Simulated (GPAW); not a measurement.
# ZrB2 (P6/mmm) in GPAW: notebook

Runs on ZrB2. Level: PBE. Tasks: single point.

Program: GPAW 26.7.0. These are calculated values, not measurements. Logs are shortened: lines on timing, memory, paths and dates and some standing lists are left out, and cuts for length are marked. The log counts tension as positive stress, the text compression.

### Step 1. The structure

Symmetry: P6/mmm, No. 191, hexagonal system. Conventional cell: a = 3.170 Å, b = 3.170 Å, c = 3.533 Å, α = 90.00°, β = 90.00°, γ = 120.00°. Around Zr (site symmetry 6/mmm) lie 12 B at 2.54 Å. B (site symmetry -6m2) is surrounded by 3 B at 1.83 Å.

### Step 2. Single point, PBE

Input file run.py:

```python
from ase.dft.bandgap import bandgap
from ase.io import read, write
from ase.units import GPa
from gpaw import GPAW, PW

atoms = read('POSCAR')

calc = GPAW(mode=PW(800),
            xc='PBE',
            kpts={'size': (10, 10, 8), 'gamma': True},
            occupations={'name': 'methfessel-paxton', 'order': 0, 'width': 0.028999999999999998},
            nbands=20,
            convergence={'density': 1e-05, 'energy': 1e-05},
            maxiter=150,
            txt='gpaw.txt')
atoms.calc = calc
energy = atoms.get_potential_energy()
forces = atoms.get_forces()
stress = atoms.get_stress()
calc.write('gs.gpw')
write('result.traj', atoms)
print(f'Energy: {energy:.6f} eV')
print('Forces (eV/A):')
print(forces.round(4))
print('Stress (GPa):', (stress / GPa).round(3))
print('Fermi level:', round(calc.get_fermi_level(), 4), 'eV')
print(f'Gap: {bandgap(calc)[0]:.4f} eV, direct: {bandgap(calc, direct=True)[0]:.4f} eV')
```

Input file POSCAR:

```
ZrB2
1.0
    3.1700000000      0.0000000000      0.0000000000
   -1.5850000000      2.7453005300      0.0000000000
    0.0000000000      0.0000000000      3.5330000000
Zr B
1 2
Direct
    0.0000000000      0.0000000000      0.0000000000
    0.6666666667      0.3333333333      0.5000000000
    0.3333333333      0.6666666667      0.5000000000
```

Potentials or basis: GPAW PAW data sets (gpaw-data 1.2.1), pw.

Run with:

```
$ OMP_NUM_THREADS=1 python run.py
```

gpaw.txt:

```text
__  _  _
 | _ |_)|_||  |
 |__||  | ||/\| - 26.7.0

Input parameters:
  mode=PW(ecut=800.0),
  convergence={'density': 1e-05, 'energy': 1e-05},
  kpts=MonkhorstPack(size=(10, 10, 8), gamma=True),
  maxiter=150,
  nbands=20,
  occupations=Occupations(name='methfessel-paxton', order=0, width=0.028999999999999998),
  xc=XC(name='PBE')

Diagonalizing LCAO Hamiltonian
Converting LCAO to pw mode

         B  B

       Zr

Atoms  # Å, Bohr magnetons
|   | symbol |         x |        y |        z |    initial magnetic moments |
|---|--------|-----------|----------|----------|-----------------------------|
| 0 |     Zr |  0.000000 | 0.000000 | 0.000000 | ( 0.0000,  0.0000,  0.0000) |
| 1 |      B |  1.585000 | 0.915100 | 1.766500 | ( 0.0000,  0.0000,  0.0000) |
| 2 |      B | -0.000000 | 1.830200 | 1.766500 | ( 0.0000,  0.0000,  0.0000) |

Unit cell  # Å
| periodic |         x |        y |        z |  lengths |     angles |
|----------|-----------|----------|----------|----------|------------|
|      yes |  3.170000 | 0.000000 | 0.000000 | 3.170000 |  90.000000 |
|      yes | -1.585000 | 2.745301 | 0.000000 | 3.170000 |  90.000000 |
|      yes |  0.000000 | 0.000000 | 3.533000 | 3.533000 | 120.000000 |

Number of symmetries: 24
Symmetry operations  # r_c * U_cc + t_c -> r_c
|    | kind |            matrix            |
|----|------|------------------------------|
|  0 |  σ   |  1, 1, 0,  0,-1, 0,  0, 0, 1 |
|  1 |  C2  |  1, 1, 0,  0,-1, 0,  0, 0,-1 |
|  2 |  C6  |  1, 1, 0, -1, 0, 0,  0, 0, 1 |
|  3 |  S6  |  1, 1, 0, -1, 0, 0,  0, 0,-1 |
|  4 |  E   |  1, 0, 0,  0, 1, 0,  0, 0, 1 |
|  5 |  σ   |  1, 0, 0,  0, 1, 0,  0, 0,-1 |
|  6 |  σ   |  1, 0, 0, -1,-1, 0,  0, 0, 1 |
|  7 |  C2  |  1, 0, 0, -1,-1, 0,  0, 0,-1 |
|  8 |  σ   |  0, 1, 0,  1, 0, 0,  0, 0, 1 |
|  9 |  C2  |  0, 1, 0,  1, 0, 0,  0, 0,-1 |
| 10 |  C3  |  0, 1, 0, -1,-1, 0,  0, 0, 1 |
| 11 |  S3  |  0, 1, 0, -1,-1, 0,  0, 0,-1 |
| 12 |  C6  |  0,-1, 0,  1, 1, 0,  0, 0, 1 |
| 13 |  S6  |  0,-1, 0,  1, 1, 0,  0, 0,-1 |
| 14 |  σ   |  0,-1, 0, -1, 0, 0,  0, 0, 1 |
| 15 |  C2  |  0,-1, 0, -1, 0, 0,  0, 0,-1 |
| 16 |  σ   | -1, 0, 0,  1, 1, 0,  0, 0, 1 |
| 17 |  C2  | -1, 0, 0,  1, 1, 0,  0, 0,-1 |
| 18 |  C2  | -1, 0, 0,  0,-1, 0,  0, 0, 1 |
| 19 |  i   | -1, 0, 0,  0,-1, 0,  0, 0,-1 |
| 20 |  C3  | -1,-1, 0,  1, 0, 0,  0, 0, 1 |
| 21 |  S3  | -1,-1, 0,  1, 0, 0,  0, 0,-1 |
| 22 |  σ   | -1,-1, 0,  0, 1, 0,  0, 0, 1 |
| 23 |  C2  | -1,-1, 0,  0, 1, 0,  0, 0,-1 |

BZ-sampling:
  Number of BZ points: 800
  Number of IBZ points: 70

  Monkhorst-Pack size: [10, 10, 8]
  Monkhorst-Pack shift: [0.05, 0.05, 0.0625]

K-points  # in reciprocal-cell coordinates
|     |                                coordinates |     weight |
|-----|--------------------------------------------|------------|
|   0 | (  0.00000000,   0.00000000,   0.00000000) | 0.00125000 |
|   1 | (  0.00000000,   0.00000000,   0.12500000) | 0.00250000 |
|   2 | (  0.00000000,   0.00000000,   0.25000000) | 0.00250000 |
|   3 | (  0.00000000,   0.00000000,   0.37500000) | 0.00250000 |
|   4 | (  0.00000000,   0.00000000,   0.50000000) | 0.00125000 |
|   5 | (  0.10000000,   0.00000000,   0.00000000) | 0.00750000 |
|   6 | (  0.10000000,   0.00000000,   0.12500000) | 0.01500000 |
|   7 | (  0.10000000,   0.00000000,   0.25000000) | 0.01500000 |
|   8 | (  0.10000000,   0.00000000,   0.37500000) | 0.01500000 |
|   9 | (  0.10000000,   0.00000000,   0.50000000) | 0.00750000 |
| ... |                                            |            |
|  69 | (  0.50000000,   0.50000000,   0.50000000) | 0.00375000 |

Plane wave coefficients: 1603
Cutoff: 800.0 eV

Spin-components: 1 (collinear spins)
Bands:           20
Projectors:      16
Spin-degeneracy: 2
Datatype:        complex128

Parallelization:
  kpt:    1
  domain: 1
  band:   1

Density:
  Valence electrons: 18.0
  Components: 1
  Grid points: [21 21 24]
  Charge: 0.0  # |e|

Potential:
  Grid points: [21 21 24]

species:
  Zr:
    name:    Zirconium
    Z:       40.0
    valence: 12
    core:    28
    charge:  0.0  # [|e|]
    compensation charges:
      type: gauss
      rc: 0.40  # [Å]
      lmax: 2
    cutoffs:
      filter: 2.39  # [Å]
      core: 1.59  # [Å]
    projectors
    | kind |    occ | energy [eV] | rcut [Å] |
    |------|--------|-------------|----------|
    |   4s |  2.000 |     -54.478 |    1.323 |
    |   5s |  2.000 |      -4.438 |    1.323 |
    |   4p |  6.000 |     -32.467 |    1.334 |
    |   5p |  0.000 |      -1.470 |    1.334 |
    |   4d |  2.000 |      -3.600 |    1.244 |
    |    d |        |      23.611 |    1.244 |

    Using partial waves for Zr as LCAO basis

  B:
    name:    Boron
    Z:       5.0
    valence: 3
    core:    2
    charge:  0.0  # [|e|]
    compensation charges:
      type: gauss
      rc: 0.20  # [Å]
      lmax: 2
    cutoffs:
      filter: 1.14  # [Å]
      core: 1.38  # [Å]
    projectors
    | kind |    occ | energy [eV] | rcut [Å] |
    |------|--------|-------------|----------|
    |   2s |  2.000 |      -9.443 |    0.635 |
    |   2p |  1.000 |      -3.606 |    0.635 |
    |    s |        |      17.768 |    0.635 |
    |    p |        |      23.605 |    0.635 |
    |    d |        |       0.000 |    0.635 |

    Using partial waves for B as LCAO basis

Reference energy: -99232.550370  # eV

eigensolver:
  PPCG
  Converge bands: occupied
  niter=2

density mixing:
  MSR1-Mixer
  Pratt-step length: 0.05
  Maximum mixing coefficient: 0.75
  Old densities: 10
  SVD Regularization: 0.005
  Good broyden scale: 1.0
  Trust region scale: 1.0
  Backstep threshold: 4.0
  History deletion threshold: 6.0
  Fourier metric: weight=20.0, sigma=0.015

occupation numbers:
  Methfessel-Paxton:
    width: 0.0290  # eV
    order: 0

poisson solver:
  ecut: 6400.0  # eV

xc functional:
  name: PBE with 2 nearest neighbor stencil

convergence criteria:
- Maximum integral of absolute [dens]ity change: 1e-05 electrons / valence electron
- Maximum [total energy] change in last 3 cyles: 1e-05 eV / valence electron
- Maximum integral of absolute [eigenst]ate change: 4e-08 eV^2 / valence electron
maximum number of iterations: 150

SCF iterations
|iter     | |      energy | eigst |  dens |
|---------|-|-------------|-------|-------|
|iter:   1| |  -25.036443 | +0.24 |       |
|iter:   2| |  -24.749633 | -1.75 | -1.00 |
|iter:   3| |  -23.905987 | -1.13 | -1.06 |
|iter:   4| |  -23.909289 | -2.97 | -1.79 |
|iter:   5| |  -23.912866 | -3.72 | -2.10 |
|iter:   6| |  -23.912913 | -4.89 | -2.91 |
|iter:   7| |  -23.912914c| -6.46 | -3.78 |
|iter:   8| |  -23.912914c| -7.76c| -4.34 |
|iter:   9| |  -23.912914c| -8.03c| -5.05c|

Converged in 9 steps
Energy contributions relative to reference atoms: (reference = -99232.550370)

Energy contributions:
  Kinetic:          17.906341
  Coulomb:         -17.142245
  Zero:              0.366675
  External:          0.000000
  Xc:              -25.043507
  Entropy:          -0.000357
  Spinorbit:         0.000000
  ----------------------------
  Free energy:     -23.913093
  Extrapolated:    -23.912914

dipole moment: (-5.772582, -9.998406, -12.867213)  # |e|*Ang

Fermi level: 11.837
Eigenvalues  # (at kpt = [0.000, 0.000, 0.000])
| band index |      eig [eV] | occ [0-2] |
|------------|---------------|-----------|
|          0 |       -36.678 |     2.000 |
|          1 |       -14.872 |     2.000 |
|          2 |       -14.325 |     2.000 |
|          3 |       -14.325 |     2.000 |
|          4 |        -0.772 |     2.000 |
|          5 |         9.333 |     2.000 |
[... 9 lines left out ...]
|         15 |        17.113 |     0.000 |
|         16 |        19.757 |     0.000 |
|        ... |               |           |
|         19 |        31.424 |     0.000 |

No gap
No difference between direct/indirect transitions

Forces  # eV/Ang
|        x |        y |       z |
|----------|----------|---------|
|  0.00000 |  0.00000 | 0.00000 |  # Zr   0
| -0.00000 |  0.00000 | 0.00000 |  # B    1
|  0.00000 | -0.00000 | 0.00000 |  # B    2

Stress tensor  # eV/Ang^3
|         x |        y |         z |
|-----------|----------|-----------|
|  0.002513 | 0.000000 |  0.000000 |
| -0.000000 | 0.002513 |  0.000000 |
|  0.000000 | 0.000000 | -0.003569 |

# Writing to gs.gpw (mode='')
```

It took 41 s on 1 thread of Arm Neoverse V1, shared host; peak memory 0.19 GiB.

What came out:

```
Free energy            : -23.9131 eV
Pressure               : -0.1 GPa
Band gap on the k mesh : none (metal or under the smearing width)
```

### Step 3. Single point, PBE

Edit run.py of step 2 so:

```diff
@@ -5,3 +5,3 @@
 
-atoms = read('POSCAR')
+atoms = read('ZrB2.xyz')
 
@@ -10,3 +10,3 @@
             kpts={'size': (10, 10, 8), 'gamma': True},
-            occupations={'name': 'methfessel-paxton', 'order': 0, 'width': 0.028999999999999998},
+            occupations={'name': 'methfessel-paxton', 'order': 0, 'width': 0.012},
             nbands=20,
```

Input file ZrB2.xyz:

```xyz
3
Lattice="3.1700000000 0.0000000000 0.0000000000 -1.5850000000 2.7453005300 0.0000000000 0.0000000000 0.0000000000 3.5330000000" Properties=species:S:1:pos:R:3 pbc="T T T"
Zr     0.0000000000      0.0000000000      0.0000000000
B      1.5850000002      0.9151001766      1.7665000000
B     -0.0000000002      1.8302003534      1.7665000000
```

Potentials or basis: GPAW PAW data sets (gpaw-data 1.2.1), pw.

Run with:

```
$ OMP_NUM_THREADS=1 python run.py
```

Wall time 42 s (1 thread of Arm Neoverse V1, shared host); peak memory 0.19 GiB.

Results (log left out):

* Free energy: -23.9129 eV
* Pressure: -0.1 GPa
* Band gap on the k mesh: none (metal or under the smearing width)

Stress tensor (GPa, compression positive):
```
-0.41  0.00  0.00
 0.00 -0.41  0.00
 0.00  0.00  0.58
```

Levels at points of the mesh, in eV from the Fermi level:
| k point | band 6 | band 7 | band 8 | band 9 | band 10 | band 11 | band 12 | band 13 |
| --- | --- | --- | --- | --- | --- | --- | --- | --- |
| (0.00, 0.00, 0.00) | -2.50 | -2.50 | -2.45 | -2.23 | 3.52 | 3.52 | 4.29 | 4.29 |
| (0.00, 0.00, 0.50) | -6.84 | -0.84 | -0.84 | 0.46 | 0.46 | 0.90 | 0.90 | 1.95 |
| (0.50, 0.50, 0.00) | -8.39 | -3.76 | -2.93 | -2.55 | 2.35 | 2.43 | 5.04 | 5.11 |
| (0.50, 0.50, 0.50) | -6.88 | -4.48 | -4.00 | -1.89 | 3.86 | 4.21 | 5.41 | 6.35 |

### Step 4. Single point, PBE

Edit run.py of step 3 so:

```diff
@@ -10,3 +10,3 @@
             kpts={'size': (10, 10, 8), 'gamma': True},
-            occupations={'name': 'methfessel-paxton', 'order': 0, 'width': 0.012},
+            occupations={'name': 'methfessel-paxton', 'order': 0, 'width': 0.013000000000000001},
             nbands=20,
```

ZrB2.xyz is that of step 3.

Run with:

```
$ OMP_NUM_THREADS=1 python run.py
```

It took 41 s on 1 thread of Arm Neoverse V1, shared host; peak memory 0.19 GiB.

Results (log left out):

| Property | Result |
| --- | --- |
| Free energy | -23.9129 eV |
| Pressure | -0.1 GPa |
| Band gap on the k mesh | none (metal or under the smearing width) |

Stress tensor (GPa, compression positive):
```
-0.41  0.00  0.00
 0.00 -0.41  0.00
 0.00  0.00  0.58
```

Levels at points of the mesh, in eV from the Fermi level:
```tsv
k point	band 6	band 7	band 8	band 9	band 10	band 11	band 12	band 13
(0.00, 0.00, 0.00)	-2.50	-2.50	-2.45	-2.23	3.52	3.52	4.29	4.29
(0.00, 0.00, 0.50)	-6.84	-0.84	-0.84	0.46	0.46	0.90	0.90	1.95
(0.50, 0.50, 0.00)	-8.39	-3.76	-2.93	-2.55	2.35	2.43	5.04	5.11
(0.50, 0.50, 0.50)	-6.88	-4.48	-4.00	-1.89	3.86	4.21	5.41	6.35
```

### Step 5. The runs side by side

```tsv
smearing	gap on the mesh (eV)	pressure (GPa)
gaussian 0.029 eV	none	-0.1
gaussian 0.012 eV	none	-0.1
gaussian 0.013 eV	none	-0.1
```

Alike in all rows: task single point; level PBE; potentials or basis GPAW PAW data sets (gpaw-data 1.2.1), pw; no spin polarisation; cell as given; k mesh 10 × 10 × 8; cutoff (eV) 800.

Every run on the cell as given and a fine mesh finds a metal.

Absolute energies hang on the potentials; compare differences alone.
